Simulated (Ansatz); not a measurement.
MnS under changes of volume

One of the cells (17.667 Å³/atom); the others are scaled copies at fixed shape and fractional positions:

```
Mn S
1.0
     0.00000    2.60450    2.60450
     2.60450    0.00000    2.60450
     2.60450    2.60450    0.00000
Mn S
1 1
Cartesian
  0.0000 0.0000 0.0000
  2.6045 2.6045 2.6045
```

| Property | Result |
| --- | --- |
| Program | Ansatz 0.2.0 |
| Functional | PBE |
| Potentials or basis | Ansatz PAW |
| Cutoff | 420 eV (not typed: the program's choice for these potentials) |
| k mesh | 9 × 9 × 9 |
| Occupations | fermi-dirac, width 0.05 eV |
| Spin | collinear spin, ferromagnetic start |
| Starting moments | [4.0, 0.0] μB |

```tsv
volume (Å³/atom)	energy over the lowest point (meV/atom)	pressure (GPa)	moment (μB per cell)
16.607	0.00	0.3	4.54
16.961	0.16	-0.7	4.61
17.314	?	?	?
17.667	7.82	-2.9	4.71
18.021	15.20	-3.9	4.76
18.374	24.59	-4.8	4.79
18.727	35.94	-5.6	4.83
```

**Question.** What does the run at 17.314 Å³/atom give?

**Answer.** Energy over the lowest point 2.74 meV/atom; pressure -1.8 GPa; moment 4.67 μB per cell.

Worked out: A Birch-Murnaghan fit of order 3 (a polynomial in V^(-2/3)) to the other rows has its minimum at 16.77 Å³/atom with B0 = V·E''(V) = 57 GPa (rough, since the energies scatter). It gives 2.80 meV/atom at 17.314 Å³/atom, against the run's 2.74, and -dE/dV = -1.8 GPa, against -1.8. A parabola through the other rows of the moment, of slope 0.151 μB per Å³/atom there, gives 4.66 μB, against the run's 4.67.

Energies are extrapolated to zero smearing.

Caveats: a cell with one magnetic atom can't hold antiferromagnetic order, which such compounds often take.
